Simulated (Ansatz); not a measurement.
Input and command of a plane-wave DFT calculation in Ansatz:

```yaml
crystal:
  lattice:
    - [0.0, 2.8991057745, 2.8991057745]
    - [2.8991057745, 0.0, 2.8991057745]
    - [2.8991057745, 2.8991057745, 0.0]
  atoms:
    - { symbol: Sn, position: [0.0, 0.0, 0.0] }
    - { symbol: Se, position: [0.5, 0.5, 0.5] }
basis:
  ecutwfc: 420
kpoints:
  mp_grid: { grid: [10, 10, 10] }
hamiltonian:
  xc: pbe
  dispersion: d3bj
scf:
  occupations: { method: gaussian, width: 0.05 }
output:
  forces: true
  stress: true
  eigenvalues: true
```

```bash
ansatz run input.yaml --threads 2 --pin off --max-ram 5120MiB --backend cpu --events-out ev --progress --plain --runs-dir out
```

Processor: AMD EPYC (Zen 3), 2 threads, on a host shared with other jobs.

Task: Estimate time, memory and problem size.

Result: About 2.4 s on 2 threads of AMD EPYC (Zen 3) (shared host), peak memory 0.38 GiB. It solves 19 bands at 47 k points (the mesh reduced by the symmetry that the task leaves, which can be less than the crystal's) with about 941 plane waves, in 6 SCF iterations.
